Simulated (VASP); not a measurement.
Here is a VASP 6.6.1 calculation.

The input INCAR:

```
SYSTEM = ZnSe
  ALGO = Fast
  EDIFF = 1E-6
  EDIFFG = -0.01
  ENCUT = 580
  GGA = PE
  IBRION = 2
  ISIF = 3
  ISMEAR = 0
  ISPIN = 2
  IVDW = 4
  LASPH = .True.
  LCHARG = .False.
  LORBIT = 11
  LREAL = .False.
  LWAVE = .False.
  MAGMOM = 0.5 0
  NELM = 100
  NSW = 40
  PREC = Accurate
  SIGMA = 0.01
```

The input KPOINTS:

```
k-points
0
Gamma
  8 8 8
  0 0 0
```

Contents of POSCAR:

```
ZnSe
4.0076
    0.000000000000      0.707106497654      0.707106497654
    0.707106497654      0.000000000000      0.707106497654
    0.707106497654      0.707106497654      0.000000000000
Se Zn
1 1
Direct
    0.7500000000      0.7500000000      0.7500000000
    0.0000000000      0.0000000000      0.0000000000
```

Potentials or basis: VASP PAW PBE potentials, release 54 (Se, Zn).

Launch:

```bash
$ cat potpaw_PBE.54/Se/POTCAR potpaw_PBE.54/Zn/POTCAR > POTCAR
$ mpirun -np 1 vasp_std > vasp.out
```

(1) Predict the relaxed cell.

(2) Predict the band gap on the k mesh.

Answers

(1) a = 4.016 Å, b = 4.016 Å, c = 4.016 Å, α = 60.00°, β = 60.00°, γ = 60.00°.

(2) 1.26 eV, direct.
